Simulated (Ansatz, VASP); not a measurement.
**Ga: VASP beside Ansatz**

File INCAR:

```
SYSTEM = Ga
ALGO = Normal ; EDIFF = 1E-8
ENCUT = 520 ; GGA = PS
ISIF = 2 ; ISMEAR = -1
LASPH = .True. ; LCHARG = .False.
LEFG = .True. ; LREAL = .False.
LWAVE = .False. ; NBANDS = 12
NELM = 100 ; PREC = Accurate
SIGMA = 0.03
```

The input KPOINTS:

```
k-points
0
Gamma
  16 16 16
  0 0 0
```

The input POSCAR:

```
Ga
1.0
   -1.4040000000      1.4040000000      2.2290000000
    1.4040000000     -1.4040000000      2.2290000000
    1.4040000000      1.4040000000     -2.2290000000
Ga
1
Direct
    0.0000000000      0.0000000000      0.0000000000
```

Input for Ansatz:

```yaml
crystal:
  lattice:
    - [-1.404, 1.404, 2.229]
    - [1.404, -1.404, 2.229]
    - [1.404, 1.404, -2.229]
  atoms:
    - { symbol: Ga, position: [0.0, 0.0, 0.0] }
kpoints:
  mp_grid: { grid: [16, 16, 16] }
  band_path:
    path:
      - [0.0, 0.0, 0.0]
      - [0.0, 0.0, 0.5]
      - [0.25, 0.25, 0.25]
      - [0.0, 0.5, 0.0]
      - [0.0, 0.0, 0.0]
      - [0.5, 0.5, -0.5]
      - [0.3491868475, 0.6508131525, -0.3491868475]
      - [-0.3491868475, 0.3491868475, 0.3491868475]
      - [0.0, 0.0, 0.0]
    npoints: 14
scf:
  occupations: { method: fermi_dirac, width: 0.03 }
hamiltonian:
  xc: pbesol
  pseudopotentials: { kind: paw }
output:
  forces: true
  stress: true
  eigenvalues: true
  efg: { contact_densities: true }
  populations: true
  bader: true
  dos: { projected: true, de: 0.2, e_range: [-14, 8] }
  write_density: true
  write_potential: true
  elf: true
  volumetric_format: npy
```

Alike in both runs: task electric field gradients; functional PBEsol; k mesh 16 × 16 × 16; occupations fermi-dirac, width 0.03 eV; no spin polarisation.

```csv
,VASP,Ansatz
version,VASP 6.6.1,Ansatz 0.2.0
potentials or method,"VASP PAW PBE potentials, release 64 (Ga_d)","PAW with Ansatz's default frozen-core files, scalar-relativistic"
plane-wave cutoff (eV),520,420
valence electrons in the cell,13,13
```

```tsv
	VASP	Ansatz	Ansatz less VASP
pressure (GPa)	0.7	0.6	-0.08
largest component of the traceless stress (GPa)	0.51	0.50	-0.006
Vzz of the field gradient on the site that differs most (V/Å²)	21.0	22.1	+1.17
```

The functional is the same, so the differences come from potentials, cutoffs and numerics.

Caveats: the PAW data sets were made with another functional, which shifts forces and pressure a little (VASP).
